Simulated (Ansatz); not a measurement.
# GaN: the cost of one run

Code: Ansatz 0.2.0. PAW datasets, plane waves. Spin-unpolarised throughout; all numbers are computed.

### Step 1. Starting point

The unstrained cell was relaxed with r2SCAN; in each strained cell the atoms were relaxed again with r2SCAN. Names of k-points are those of the unstrained zone, where strain can split equivalent points. First state: +2.0 % equal strain in all directions.

Space group P6_3mc (No. 186), hexagonal; a = 3.247 Å, c = 5.287 Å in the conventional setting, 12.07 Å³ an atom. Near Ga stand 4 N at 1.98–1.99 Å; near N stand 4 Ga at 1.98–1.99 Å.

Coordinates:

```cif
data_structure
_symmetry_space_group_name_H-M 'P6_3mc'
_symmetry_Int_Tables_number 186
_cell_length_a 3.2468
_cell_length_b 3.2468
_cell_length_c 5.2873
_cell_angle_alpha 90.000
_cell_angle_beta 90.000
_cell_angle_gamma 120.000
_cell_volume 48.27
loop_
_atom_site_label
_atom_site_type_symbol
_atom_site_symmetry_multiplicity
_atom_site_Wyckoff_symbol
_atom_site_fract_x
_atom_site_fract_y
_atom_site_fract_z
_atom_site_occupancy
Ga1 Ga 2 b 0.33333 0.66667 0.99903 1
N1 N 2 b 0.33333 0.66667 0.37597 1
```

From earlier runs on the unstrained cell: PBE 1.93 eV, r2SCAN 2.35 eV, HSE06 3.20 eV, r2SCAN+SOC 2.35 eV, G0W0 3.09 eV (on its mesh); a = 3.183 Å, c = 5.184 Å.

### Step 2. +2.0 % equal strain in all directions: PBE

File input.yaml:

```yaml
crystal:
  lattice:
    - [3.2468123637, 0.0, 0.0]
    - [-1.6234061818, 2.8118219883, 0.0]
    - [0.0, 0.0, 5.2872977339]
  atoms:
    - { symbol: Ga, position: [0.3333333333, 0.6666666667, -0.0009714342] }
    - { symbol: Ga, position: [0.6666666667, 0.3333333333, 0.4990285658] }
    - { symbol: "N", position: [0.3333333333, 0.6666666667, 0.3759714342] }
    - { symbol: "N", position: [0.6666666667, 0.3333333333, 0.8759714342] }
kpoints:
  mp_grid: { grid: [12, 12, 6] }
  band_path:
    path:
      - [0.0, 0.0, 0.0]
      - [0.5, 0.0, 0.0]
      - [0.3333333333, 0.3333333333, 0.0]
      - [0.0, 0.0, 0.5]
      - [0.5, 0.0, 0.5]
      - [0.3333333333, 0.3333333333, 0.5]
    npoints: 1
hamiltonian:
  xc: pbe
scf:
  occupations: { method: fermi_dirac, width: 0.02 }
  n_extra_bands: 5
output:
  forces: true
  stress: true
  eigenvalues: true
```

Launch:

```
ansatz run input.yaml --threads 2 --pin off --max-ram 29491MiB --backend cpu --events-out ev --progress --plain --runs-dir out
```

Q: Estimate wall time and peak memory on 2 threads of AMD EPYC 7R13 (Zen 3), shared host.

About 2.8 s, with a peak of 0.53 GiB.
